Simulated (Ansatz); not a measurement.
# Ca (Calcium): properties at the relaxed cell

The task here is to estimate one member of a computed series from the others.

The COD cell was measured well above room temperature, so it is larger than a cold one.

Program: Ansatz 0.2.0. Level of theory: DFT PBE, scalar-relativistic, plane waves, PAW. These are calculated values, not measurements.

1 further run of the same task is left out (set aside as unsound or not needed).

## The starting structure

The structure is cubic, space group Im-3m (No. 229). The conventional cell has a = 4.381 Å, b = 4.381 Å, c = 4.381 Å, α = 90.00°, β = 90.00°, γ = 90.00°. Ca (site symmetry m-3m) has 8 Ca at 3.79 Å as nearest neighbours.

Structure file:

```
Ca
1.0
    -2.19049    2.19049    2.19049
     2.19049   -2.19049    2.19049
     2.19049    2.19049   -2.19049
Ca
1
Direct
  0.00000 0.00000 0.00000
```

This cell was relaxed beforehand with the same method: volume 42.04 Å³/atom, gap on the mesh none (metal).

The first run:

The input, input.yaml:

```yaml
crystal:
  lattice:
    - [-2.1904916621, 2.1904916621, 2.1904916621]
    - [2.1904916621, -2.1904916621, 2.1904916621]
    - [2.1904916621, 2.1904916621, -2.1904916621]
  atoms:
    - { symbol: Ca, position: [0.0, 0.0, 0.0] }
basis:
  ecutwfc: 420
kpoints:
  mp_grid: { grid: [14, 14, 14] }
  band_path:
    path:
      - [[0.0, 0.0, 0.0], [0.5, -0.5, 0.5], [0.0, 0.0, 0.5], [0.0, 0.0, 0.0], [0.25, 0.25, 0.25], [0.5, -0.5, 0.5]]
      - [[0.25, 0.25, 0.25], [0.0, 0.0, 0.5]]
    npoints: 14
hamiltonian:
  xc: pbe
scf:
  occupations: { method: gaussian, width: 0.1 }
  n_extra_bands: 6
output:
  forces: true
  stress: true
  eigenvalues: true
  populations: true
  dos: { projected: true, de: 0.02, nscf_kmesh: { grid: [21, 21, 21] } }
  bader: true
  write_density: true
  write_potential: true
  elf: true
  volumetric_format: npy
```

On the command line:

```
$ ansatz run input.yaml --threads 1 --pin off --max-ram 2560MiB --backend cpu --events-out ev --progress --plain --runs-dir out
```

Steps of the session up to this table: Electronic structure at the relaxed geometry; The cell as listed, for comparison; Point at V/V0 = 0.97; The cell scaled to 1.03 of its volume; Volume × 0.94; The cell scaled to 1.06 of its volume; The cell scaled to 0.91 of its volume; Point at V/V0 = 1.10; The cell scaled to 0.88 of its volume.

One table of the session follows, with a row left open; its other results are not shown here.

It belongs to the step «Energy against volume». 

| volume (Å³/atom) | energy above the lowest point (meV/atom) | pressure (GPa) |
| --- | --- | --- |
| 36.997 | 36.4 | 2.54 |
| 38.258 | 19.8 | 1.79 |
| 39.520 | 8.7 | 1.14 |
| 40.781 | ? | ? |
| 42.042 | 0.0 | 0.04 |
| 43.303 | 1.6 | -0.43 |
| 44.565 | 6.6 | -0.85 |
| 46.246 | 18.2 | -1.34 |

Estimate the missing values for volume (Å³/atom) = 40.781.

Worked estimate for «energy above the lowest point (meV/atom)». A straight line through the neighbours (39.520, 8.7) and (42.042, 0.0) gives 8.7 + (0.0 − 8.7) × (40.781 − 39.520) / (42.042 − 39.520) = 4.4; a parabola fitted to 4 rows on both sides gives 2.2.

The run gave: energy above the lowest point (meV/atom): 2.2; pressure (GPa): 0.56. In «energy above the lowest point (meV/atom)» the line misses by +2.2 and the parabola by 0.0.
